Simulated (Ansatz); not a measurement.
# GaN: the cost of one run

The runs shown are made with Ansatz 0.2.0. G0W0, plane waves. The values are computed, spin-unpolarised, and not measurements.

The COD entry's cell or inner coordinates are ideal or old and differ from later refinements, so a difference from it is no clean test against experiment.

## Step 1: Starting point

The cell was relaxed beforehand with r2SCAN.

It is hexagonal, P6_3mc (No. 186); conventional cell a = 3.183 Å, c = 5.184 Å, 11.37 Å³ an atom. Around Ga lie 4 N at 1.95 Å; around N lie 4 Ga at 1.95 Å.

Coordinates:

```cif
data_structure
_symmetry_space_group_name_H-M 'P 1'
_symmetry_Int_Tables_number 1
_cell_length_a 3.1831
_cell_length_b 3.1831
_cell_length_c 5.1836
_cell_angle_alpha 90.000
_cell_angle_beta 90.000
_cell_angle_gamma 120.000
_cell_volume 45.49
loop_
_atom_site_label
_atom_site_type_symbol
_atom_site_fract_x
_atom_site_fract_y
_atom_site_fract_z
_atom_site_occupancy
Ga1 Ga 0.33333 0.66667 0.99911 1
Ga2 Ga 0.66667 0.33333 0.49911 1
N1 N 0.33333 0.66667 0.37589 1
N2 N 0.66667 0.33333 0.87589 1
```

## Step 2: 103 empty bands, 100 eV

input.yaml

```yaml
crystal:
  lattice:
    - [3.1831495973, 0.0, 0.0]
    - [-1.5915747987, 2.7566884153, 0.0]
    - [0.0, 0.0, 5.1836257396]
  atoms:
    - { symbol: Ga, position: [0.3333333333, 0.6666666667, -0.0008868472] }
    - { symbol: Ga, position: [0.6666666667, 0.3333333333, 0.4991131528] }
    - { symbol: "N", position: [0.3333333333, 0.6666666667, 0.3758868472] }
    - { symbol: "N", position: [0.6666666667, 0.3333333333, 0.8758868472] }
kpoints:
  mp_grid: { grid: [6, 6, 4] }
hamiltonian:
  xc: pbe
scf:
  occupations: { method: fixed }
gw:
  n_empty_bands: 103
  ecut_chi: 100
  qp_bands: [v2, c2]
  qp_kpoints: band_edges
  screening: { model: contour_deformation }
```

Q: Estimate wall time and peak memory on 1 × NVIDIA H100 80GB HBM3 with 2 threads of AMD EPYC 7R13 (Zen 3), shared host.

About 9.3 s, with a peak of 1.3 GiB on the host.
